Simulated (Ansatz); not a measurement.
**Bi (bcc)**

Level of theory: DFT, r²SCAN, scalar-relativistic, no spin polarisation; plane waves to 500 eV with PAW datasets (Ansatz 0.2.0), 14×14×14 k-mesh, Gaussian smearing of 0.05 eV. The datasets are Ansatz's generated set soft_2.

```cif
data_structure
_symmetry_space_group_name_H-M 'P 1'
_symmetry_Int_Tables_number 1
_cell_length_a 3.4304
_cell_length_b 3.4304
_cell_length_c 3.4304
_cell_angle_alpha 109.471
_cell_angle_beta 109.471
_cell_angle_gamma 109.471
_cell_volume 31.07
loop_
_atom_site_label
_atom_site_type_symbol
_atom_site_fract_x
_atom_site_fract_y
_atom_site_fract_z
_atom_site_occupancy
Bi1 Bi 0.00000 0.00000 0.00000 1
```

At room temperature and ambient pressure Bi takes another structure.

Path: Γ–H–N–Γ–P–H | P–N, with Γ = (0.000, 0.000, 0.000), H = (0.500, -0.500, 0.500), N = (0.000, 0.000, 0.500), P = (0.250, 0.250, 0.250) in reciprocal vectors of the calculation's cell.

Is it a metal or an insulator, and if it has a gap, where are the band edges on this path?

A metal: bands cross the Fermi level.

Levels between -4 and 4 eV from the Fermi level at the path's named points:
```tsv
point	below E_F (eV)	above E_F (eV)
Γ		
H	-1.90 -1.90 -1.90	
N		1.65 3.80
P	-2.33 -2.33 -2.33
```

With 15 valence electrons in the calculation's cell and no magnetic order, the bands, two electrons each, can't all be full or empty: band theory demands a metal.

For elements this heavy, spin–orbit coupling would shift levels and gaps; it isn't included here.
